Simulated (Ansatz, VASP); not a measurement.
## SnSe in VASP and in Ansatz

```
CELL_PARAMETERS angstrom
11.42000 0.00000 0.00000
0.00000 4.19000 0.00000
0.00000 0.00000 4.46000
ATOMIC_POSITIONS crystal
Sn 0.87700 0.75000 0.90900
Sn 0.62300 0.25000 0.40900
Sn 0.37700 0.75000 0.59100
Sn 0.12300 0.25000 0.09100
Se 0.64300 0.75000 0.98400
Se 0.85700 0.25000 0.48400
Se 0.14300 0.75000 0.51600
Se 0.35700 0.25000 0.01600
```

Alike in both runs: task band structure; functional PBE; k mesh 3 × 6 × 6; occupations fermi-dirac, width 0.05 eV; no spin polarisation.

```csv
,VASP,Ansatz
version,VASP 6.6.1,Ansatz 0.2.0
potentials or method,"VASP PAW PBE potentials, release 54 (Sn_d, Se)",Ansatz PAW
plane-wave cutoff (eV),520,420
valence electrons in the cell,80,120
```

|  | VASP | Ansatz | Ansatz less VASP |
| --- | --- | --- | --- |
| gap on the k mesh at the Fermi level (eV) | 0.54 | 0.54 | +0.005 |
| least direct gap on the mesh (eV) | 0.70 | 0.71 | +0.009 |
| gap along the band path (eV) | 0.54 | 0.58 | +0.045 |
| pressure (GPa) | 2.4 | 2.4 | -0.03 |
| largest component of the traceless stress (GPa) | 1.85 | 1.82 | -0.024 |
| rms of the force components (eV/Å) | 0.173 | 0.165 | -0.0074 |

Atom by atom the forces differ by 0.009 eV/Å (rms over components). The functional is the same, so the differences come from potentials, cutoffs and numerics. The two sets of potentials don't hold the same shells in valence.

Caveats: spin-orbit coupling is left out, which moves the levels of the heavy elements.
